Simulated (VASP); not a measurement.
A run of VASP 6.6.1:

INCAR

```
  PREC = Accurate
  ENCUT = 600
  EDIFF = 1E-7
  ISMEAR = -1
  SIGMA = 0.05
  LREAL = F
  LASPH = T
  NELM = 150
  ALGO = Normal
  ISIF = 2
  LWAVE = F
  LCHARG = F
  ISPIN = 2
  MAGMOM = 3 3 3 3 3 3 3 3
  LORBIT = 11
  LMAXMIX = 4
  LDIPOL = T
  IDIPOL = 3
  DIPOL = 0.5 0.5 0.500
  GGA = PE
```

KPOINTS

```
regular mesh
0
Gamma
  7 7 1
```

File POSCAR:

```
Cr
1.0
    2.8839000000      0.0000000000      0.0000000000
    0.0000000000      2.8839000000      0.0000000000
    0.0000000000      0.0000000000     25.0936500000
Cr
8
Direct
    0.5000000000      0.5000000000      0.2988803940
    0.0000000000      0.0000000000      0.3563431386
    0.5000000000      0.5000000000      0.4138058832
    0.0000000000      0.0000000000      0.4712686277
    0.5000000000      0.5000000000      0.5287313723
    0.0000000000      0.0000000000      0.5861941168
    0.5000000000      0.5000000000      0.6436568614
    0.0000000000      0.0000000000      0.7011196060
```

Potentials or basis: VASP PAW PBE potentials, release 64 (Cr).

Launch:

```sh
$ cat potpaw_PBE.64/Cr/POTCAR > POTCAR
$ mpirun -np 1 vasp_std > vasp.out
```

Hardware: 1 thread of AMD EPYC 9R45 96-Core Processor (Zen 5) (shared host).

Problem. How long does it take, and how much memory?

Solution. It took 10 min on 1 thread of AMD EPYC 9R45 96-Core Processor (Zen 5) (shared host), peak memory 0.46 GiB. Counts: scf iterations 63, k points 10.
